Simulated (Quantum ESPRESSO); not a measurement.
# Ta2N (P-3m1) in Quantum ESPRESSO: single point with PBE

Aim: the single point of Ta2N with PBE.

Program: Quantum ESPRESSO 7.5. These are calculated values, not measurements. Logs are shortened: lines on timing, memory, paths and dates and some standing lists are left out, and cuts for length are marked.

## (1) Starting point

The structure is trigonal, space group P-3m1 (No. 164). The conventional cell has a = 3.113 Å, b = 3.113 Å, c = 4.870 Å, α = 90.00°, β = 90.00°, γ = 120.00°. Around Ta (site symmetry 3m) lie 3 N at 2.18 Å. Around N (site symmetry -3m) lie 6 Ta at 2.18 Å.

The cell comes from a database or a generator and needn't be the stable form of this composition.

## (2) Single point, PBE

run.py reads:

```python
import numpy as np
from ase.calculators.espresso import Espresso, EspressoProfile
from ase.io import read

atoms = read('Ta2N.cif')

input_data = {
    'control': {'calculation': 'scf', 'prefix': 'pwscf', 'outdir': './tmp', 'tprnfor': True, 'tstress': True, 'disk_io': 'nowf'},
    'system': {'ecutwfc': 60.0, 'ecutrho': 480.0, 'nbnd': 23, 'occupations': 'smearing', 'smearing': 'fd', 'degauss': 0.00367493},
    'electrons': {'conv_thr': 6e-10, 'electron_maxstep': 120, 'mixing_beta': 0.5},
}
pseudopotentials = {'N': 'N.pbe-n-radius_5.UPF', 'Ta': 'Ta_pbe_v1.uspp.F.UPF'}
profile = EspressoProfile(command='pw.x', pseudo_dir='pseudo')
dft = Espresso(profile=profile, input_data=input_data, pseudopotentials=pseudopotentials, kpts=(10, 10, 6), koffset=(0, 0, 0))
atoms.calc = dft

print(f'energy {atoms.get_potential_energy():.8f} eV')
print('forces (eV/A)')
print(np.round(atoms.get_forces(), 6))
print('stress (eV/A^3, Voigt)')
print(np.round(atoms.get_stress(), 8))
print(f'Fermi level {dft.get_fermi_level():.4f} eV')
```

Ta2N.cif reads:

```cif
data_Ta2N
_cell_length_a 3.11286151
_cell_length_b 3.11286151
_cell_length_c 4.86984100
_cell_angle_alpha 90.00000000
_cell_angle_beta 90.00000000
_cell_angle_gamma 120.00000000
_space_group_name_H-M_alt 'P1'
_space_group_name_Hall 'P 1'
_space_group_IT_number 1
loop_
_space_group_symop_operation_xyz
'x,y,z'
loop_
_atom_site_label
_atom_site_type_symbol
_atom_site_symmetry_multiplicity
_atom_site_Wyckoff_symbol
_atom_site_fract_x
_atom_site_fract_y
_atom_site_fract_z
_atom_site_occupancy
Ta1 Ta 1 a 0.3333333333 0.6666666667 0.2547110000 1
Ta2 Ta 1 a 0.6666666667 0.3333333333 0.7452890000 1
N1 N 1 a 0.0000000000 0.0000000000 0.0000000000 1
```

Potentials or basis: SSSP 1.3 efficiency PBE.

Launch:

```sh
> OMP_NUM_THREADS=1 python run.py
```

Log:

```text
energy -4137.96809872 eV
forces (eV/A)
[[ 0.       0.       0.00225]
 [-0.      -0.      -0.00225]
 [ 0.       0.       0.     ]]
stress (eV/A^3, Voigt)
[ 0.01231158  0.01231158  0.0038076  -0.         -0.          0.        ]
Fermi level 19.5802 eV
```

espresso.pwi:

```text
&CONTROL
   calculation      = 'scf'
   tstress          = .true.
   tprnfor          = .true.
   outdir           = './tmp'
   prefix           = 'pwscf'
   disk_io          = 'nowf'
   pseudo_dir       = 'pseudo'
/
&SYSTEM
   nbnd             = 23
   ecutwfc          = 60.0
   ecutrho          = 480.0
   occupations      = 'smearing'
   degauss          = 0.00367493
   smearing         = 'fd'
   ntyp             = 2
   nat              = 3
   ibrav            = 0
/
&ELECTRONS
   electron_maxstep = 120
   conv_thr         = 6e-10
   mixing_beta      = 0.5
/
&IONS
/
&CELL
/
&FCP
/
&RISM
/
ATOMIC_SPECIES
Ta 180.94788 Ta_pbe_v1.uspp.F.UPF
N 14.007 N.pbe-n-radius_5.UPF

K_POINTS automatic
10 10 6  0 0 0

CELL_PARAMETERS angstrom
3.11286151000000 0.00000000000000 0.00000000000000
-1.55643075500000 2.69581714612279 0.00000000000000
0.00000000000000 0.00000000000000 4.86984100000000

ATOMIC_POSITIONS angstrom
Ta -0.0000000002 1.7972114308 1.2404020710  
Ta 1.5564307552 0.8986057153 3.6294389290  
N 0.0000000000 0.0000000000 0.0000000000
```

espresso.pwo:

```text
This program is part of the open-source Quantum ESPRESSO suite
     for quantum simulation of materials; please cite
         "P. Giannozzi et al., J. Phys.:Condens. Matter 21 395502 (2009);
         "P. Giannozzi et al., J. Phys.:Condens. Matter 29 465901 (2017);
         "P. Giannozzi et al., J. Chem. Phys. 152 154105 (2020);
     in publications or presentations arising from this work. More details at

Warning: card &CELL ignored
Warning: card &FCP ignored
Warning: card &RISM ignored

     Message from routine setup:
     using ibrav=0 with symmetry is DISCOURAGED, use correct ibrav instead

     G-vector sticks info
     --------------------
     sticks:   dense  smooth     PW     G-vecs:    dense   smooth      PW
     Sum        1147     583    163                48923    17295    2827

     Using Slab Decomposition

     bravais-lattice index     =            0
     lattice parameter (alat)  =       5.8825  a.u.
     unit-cell volume          =     275.7793 (a.u.)^3
     number of atoms/cell      =            3
     number of atomic types    =            2
     number of electrons       =        31.00
     number of Kohn-Sham states=           23
     kinetic-energy cutoff     =      60.0000  Ry
     charge density cutoff     =     480.0000  Ry
     scf convergence threshold =      6.0E-10
     mixing beta               =       0.5000
     number of iterations used =            8  plain     mixing
     Exchange-correlation= PBE
                           (   1   4   3   4   0   0   0)

     celldm(1)=   5.882456  celldm(2)=   0.000000  celldm(3)=   0.000000
     celldm(4)=   0.000000  celldm(5)=   0.000000  celldm(6)=   0.000000

     crystal axes: (cart. coord. in units of alat)
               a(1) = (   1.000000   0.000000   0.000000 )
               a(2) = (  -0.500000   0.866025   0.000000 )
               a(3) = (   0.000000   0.000000   1.564426 )

     reciprocal axes: (cart. coord. in units 2 pi/alat)
               b(1) = (  1.000000  0.577350 -0.000000 )
               b(2) = (  0.000000  1.154701  0.000000 )
               b(3) = (  0.000000 -0.000000  0.639212 )

     PseudoPot. # 1 for Ta read from file:
     Ta_pbe_v1.uspp.F.UPF
     Pseudo is Ultrasoft + core correction, Zval = 13.0
     Generated by new atomic code, or converted to UPF format
     Using radial grid of  921 points,  7 beta functions with:
                l(1) =   0
                l(2) =   0
                l(3) =   1
                l(4) =   1
                l(5) =   2
                l(6) =   2
                l(7) =   3
     Q(r) pseudized with  6 coefficients,  rinner =    1.300   1.300   1.300
                                                       1.300   1.300   1.300
                                                       1.300

     PseudoPot. # 2 for N  read from file:
     N.pbe-n-radius_5.UPF
     Pseudo is Ultrasoft + core correction, Zval =  5.0
     Generated using "atomic" code by A. Dal Corso  v.5.1
     Using radial grid of 1085 points,  4 beta functions with:
                l(1) =   0
                l(2) =   0
                l(3) =   1
                l(4) =   1
     Q(r) pseudized with 0 coefficients

     atomic species   valence    mass     pseudopotential
     Ta               13.00   180.94788     Ta( 1.00)
     N                 5.00    14.00700     N ( 1.00)

     12 Sym. Ops., with inversion, found

   Cartesian axes

     site n.     atom                  positions (alat units)
         1        Ta     tau(   1) = (  -0.0000000   0.5773503   0.3984765  )
         2        Ta     tau(   2) = (   0.5000000   0.2886751   1.1659494  )
         3        N      tau(   3) = (   0.0000000   0.0000000   0.0000000  )

     number of k points=    72  Fermi-Dirac smearing, width (Ry)=  0.0037
                       cart. coord. in units 2pi/alat
        k(    1) = (   0.0000000   0.0000000   0.0000000), wk =   0.0033333
        k(    2) = (   0.0000000   0.0000000   0.1065354), wk =   0.0066667
        k(    3) = (   0.0000000   0.0000000   0.2130707), wk =   0.0066667
        k(    4) = (   0.0000000   0.0000000  -0.3196061), wk =   0.0033333
        k(    5) = (   0.0000000   0.1154701   0.0000000), wk =   0.0200000
        k(    6) = (   0.0000000   0.1154701   0.1065354), wk =   0.0200000
[... 64 lines left out ...]
        k(   71) = (  -0.2000000   0.4618802  -0.1065354), wk =   0.0400000
        k(   72) = (  -0.2000000   0.4618802  -0.2130707), wk =   0.0400000

     Dense  grid:    48923 G-vectors     FFT dimensions: (  45,  45,  72)

     Smooth grid:    17295 G-vectors     FFT dimensions: (  30,  30,  45)

     Initial potential from superposition of free atoms

     starting charge      30.9978, renormalised to      31.0000

     negative rho (up, down):  1.896E-01 0.000E+00
     Starting wfcs are   30 randomized atomic wfcs

     Self-consistent Calculation

     iteration #  1     ecut=    60.00 Ry     beta= 0.50
     Davidson diagonalization with overlap
     ethr =  1.00E-02,  avg # of iterations =  2.0

     negative rho (up, down):  1.948E-01 0.000E+00

     total energy              =    -303.94818536 Ry
     estimated scf accuracy    <       0.48408356 Ry

     iteration #  2     ecut=    60.00 Ry     beta= 0.50
     Davidson diagonalization with overlap
     ethr =  1.56E-03,  avg # of iterations =  2.9
[... 69 lines left out ...]
     iteration # 10     ecut=    60.00 Ry     beta= 0.50
     Davidson diagonalization with overlap
     ethr =  2.03E-11,  avg # of iterations =  2.4

     negative rho (up, down):  2.017E-01 0.000E+00

     End of self-consistent calculation

          k = 0.0000 0.0000 0.0000 (  2189 PWs)   bands (ev):

   -49.0957 -49.0196 -16.0974 -15.3837 -15.3837 -15.2588 -15.2588 -15.1428
     2.1615  11.1916  13.5404  13.5404  14.6033  18.9334  19.3554  19.3554
    19.8391  19.8639  19.8639  20.7369  20.7369  24.4666  26.2997

          k = 0.0000 0.0000 0.1065 (  2195 PWs)   bands (ev):

   -49.0907 -49.0247 -16.0381 -15.3756 -15.3756 -15.2669 -15.2669 -15.2113
     2.2158  11.0145  13.4944  13.4944  14.9593  18.4315  19.0589  19.0589
    20.1247  20.1247  20.3727  21.2272  21.2272  23.5267  25.6838
[... 103 lines left out ...]
          k = 0.0000 0.4619-0.3196 (  2160 PWs)   bands (ev):

   -49.0272 -49.0247 -16.0185 -15.9610 -15.4474 -15.4381 -15.3971 -15.3788
     2.9017  11.2722  12.8864  13.4955  16.3520  16.7232  17.8080  19.4194
    20.2750  22.2199  22.4480  23.1534  24.2490  25.5377  26.2324

          k = 0.0000-0.5774 0.0000 (  2168 PWs)   bands (ev):

   -49.0351 -49.0100 -16.0021 -15.8037 -15.6749 -15.5764 -15.3738 -15.3314
     2.9958  11.1197  13.0625  13.2287  15.0577  16.9569  18.1905  21.3419
    21.4539  23.2756  23.5622  23.7663  23.8136  24.0037  25.2592

          k = 0.0000-0.5774 0.1065 (  2178 PWs)   bands (ev):

   -49.0335 -49.0117 -16.0343 -15.8545 -15.6088 -15.5604 -15.3530 -15.3482
     2.9836  11.1211  13.0156  13.2900  15.3055  17.0528  18.0332  20.7863
    21.1612  23.0021  23.1854  23.7802  24.1027  24.9548  25.2993

          k = 0.0000-0.5774 0.2131 (  2170 PWs)   bands (ev):

   -49.0289 -49.0162 -16.0663 -15.9528 -15.5164 -15.4847 -15.3937 -15.3390
     2.9595  11.1195  12.9430  13.4194  15.9041  17.2502  17.7014  19.8192
    20.5758  22.8436  23.0921  23.6508  24.1364  25.6791  25.9724

          k = 0.0000-0.5774-0.3196 (  2152 PWs)   bands (ev):

   -49.0235 -49.0216 -16.0604 -16.0135 -15.4592 -15.4516 -15.3897 -15.3752
     2.9478  11.1161  12.9167  13.4880  16.3096  17.4095  17.4560  19.3008
    20.3027  22.8585  23.0876  23.5721  23.9804  25.9344  26.3909

          k = 0.1000 0.1732 0.0000 (  2169 PWs)   bands (ev):

   -49.0815 -49.0150 -16.0123 -15.5278 -15.4882 -15.3780 -15.2860 -15.1779
     2.4411  11.8296  12.2284  13.5034  15.7287  17.2617  18.4158  19.3171
    19.8434  20.3118  21.5444  21.6892  22.7088  24.2339  25.8410
[... 277 lines left out ...]
          k =-0.2000 0.4619-0.2131 (  2167 PWs)   bands (ev):

   -49.0290 -49.0162 -15.9309 -15.9195 -15.6548 -15.5464 -15.4148 -15.2988
     3.0005  11.5727  12.6596  13.0931  16.6117  17.0849  17.5200  20.1106
    20.1492  21.6587  23.1411  24.0265  24.1084  24.8684  26.6542

     the Fermi energy is    19.5802 ev

!    total energy              =    -304.13507223 Ry
     estimated scf accuracy    <          2.0E-10 Ry
     smearing contrib. (-TS)   =      -0.00099994 Ry
     internal energy E=F+TS    =    -304.13407229 Ry

     The total energy is F=E-TS. E is the sum of the following terms:
     one-electron contribution =     -29.15885471 Ry
     hartree contribution      =      32.00159560 Ry
     xc contribution           =     -90.03127026 Ry
     ewald contribution        =    -216.94554291 Ry

     convergence has been achieved in  10 iterations

     negative rho (up, down):  2.017E-01 0.000E+00

     Forces acting on atoms (cartesian axes, Ry/au):

     atom    1 type  1   force =     0.00000000    0.00000000    0.00008750
     atom    2 type  1   force =    -0.00000000   -0.00000000   -0.00008750
     atom    3 type  2   force =     0.00000000    0.00000000    0.00000000

     Total force =     0.000124     Total SCF correction =     0.000077
     SCF correction compared to forces is large: reduce conv_thr to get better values

     Computing stress (Cartesian axis) and pressure

     negative rho (up, down):  2.017E-01 0.000E+00
          total   stress  (Ry/bohr**3)                   (kbar)     P=      -15.18
  -0.00013409  -0.00000000   0.00000000          -19.73       -0.00        0.00
   0.00000000  -0.00013409   0.00000000            0.00      -19.73        0.00
   0.00000000   0.00000000  -0.00004147            0.00        0.00       -6.10

=------------------------------------------------------------------------------=
   JOB DONE.
=------------------------------------------------------------------------------=
```

It took 59 s on 1 thread of Arm Neoverse V2, shared host; peak memory 0.4 GiB.

What came out:

* Free energy: -4137.9685 eV
* Pressure: -1.5 GPa
* Band gap on the k mesh: none (metal or under the smearing width)

Forces in eV/Å, atoms in the order of the input:
```
Ta   0.000  0.000  0.002
Ta   0.000  0.000 -0.002
N    0.000  0.000  0.000
```

## (3) For comparison

An earlier run on the cell as given: functional PBE; potentials or basis SSSP 1.3 efficiency PBE; cutoff 816 eV; density cutoff 6531 eV; k mesh 10 × 10 × 6; occupations fermi-dirac, width 0.05 eV; no spin polarisation.

- Pressure: -1.5 GPa
- Band gap on the k mesh: none (metal or under the smearing width)
